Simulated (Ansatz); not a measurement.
# Co (omega type): how the settings move a single-point run

Aim: see which settings change the result for Co (omega type), by how much, and at what cost.

Method: reference: DFT, PBE, PAW with Ansatz's default frozen-core files, scalar-relativistic, in Ansatz 0.2.0.

2 further runs of the same task are left out: 2 that didn't finish.

## 1. Starting point

The structure is hexagonal, space group P6/mmm (No. 191). Conventional cell: a = 3.631 Å, b = 3.631 Å, c = 2.207 Å, α = 90.00°, β = 90.00°, γ = 120.00°. Around Co (site symmetry 6/mmm) lie 14 Co at 2.21 to 2.37 Å. Co (site symmetry -6m2) has 11 Co at 2.10 to 2.37 Å as nearest neighbours.

Structure file:

```
Co
1.0
     3.63134    0.00000    0.00000
    -1.81567    3.14483    0.00000
     0.00000    0.00000    2.20672
Co
3
Direct
  0.00000 0.00000 0.00000
  0.33333 0.66667 0.50000
  0.66667 0.33333 0.50000
```

## 2. Reference

Contents of input.yaml:

```yaml
crystal:
  lattice:
    - [3.631335663, 0.0, 0.0]
    - [-1.8156678315, 3.1448289338, 0.0]
    - [0.0, 0.0, 2.2067168637]
  atoms:
    - { symbol: Co, position: [0.0, 0.0, 0.0], spin: 1.7 }
    - { symbol: Co, position: [0.3333333333, 0.6666666667, 0.5], spin: 1.7 }
    - { symbol: Co, position: [0.6666666667, 0.3333333333, 0.5], spin: 1.7 }
magnetization:
  spin_polarized: true
kpoints:
  mp_grid: { grid: [10, 10, 14] }
scf:
  occupations: { method: fermi_dirac, width: 0.05 }
hamiltonian:
  xc: pbe
  pseudopotentials: { kind: paw }
output:
  forces: true
  stress: true
  eigenvalues: true
  populations: true
  write_density: true
  write_potential: true
  elf: true
  volumetric_format: npy
```

Run with:

```bash
$ ansatz run input.yaml --threads 2 --pin off --max-ram 6144MiB --backend cpu --events-out ev --progress --plain --runs-dir out
```

## 3. Changed: occupations.method tetrahedron_uncorrected, xc revpbe, width left out

Edit input.yaml of step 2 so:

```diff
@@ -14,5 +14,5 @@
 scf:
-  occupations: { method: fermi_dirac, width: 0.05 }
+  occupations: { method: tetrahedron_uncorrected }
 hamiltonian:
-  xc: pbe
+  xc: revpbe
   pseudopotentials: { kind: paw }
@@ -23,5 +23 @@
   populations: true
-  write_density: true
-  write_potential: true
-  elf: true
-  volumetric_format: npy
```

Q: Predict the outcome of this session. Wanted: for each run, ending; energy change; pressure; abs. moment; force.

**Answer**, as computed:

```csv
run,ending,energy change,pressure (GPa),abs. moment (μB),force (eV/Å),cycles,time
reference,converged,-,105.9,4.26,0.00,12,20 s
"1: occupations.method tetrahedron_uncorrected, xc revpbe, width left out",converged,not comparable,111.9,4.29,0.00,17,20 s
```

Times don't compare one to one where runs were asked for different outputs or read a saved state (see the inputs); cycles may leave out searches for a lower state.

Residual by cycle in the longest SCF loop of each run; runs are numbered as in the table. The quantity is the density residual dr2, in eV.

```csv
cycle,reference,run 1
1,5.23,0.763
2,0.396,0.307
4,0.202,0.00933
5,0.413,0.0114
7,4.0e-4,0.00109
8,4.8e-5,0.00982
10,1.0e-7,9.4e-5
11,4.7e-8,1.8e-4
13,-,1.2e-4
14,-,3.2e-5
16,-,6.9e-7
17,-,1.4e-8
```

**Reading.** After a change of functional the difference of the totals has no physical meaning; the pressure goes from 105.9 to 111.9 GPa. The smearing changed too. The structure is not at rest: the sound run finds 106 GPa, so these are no properties of the relaxed crystal. 
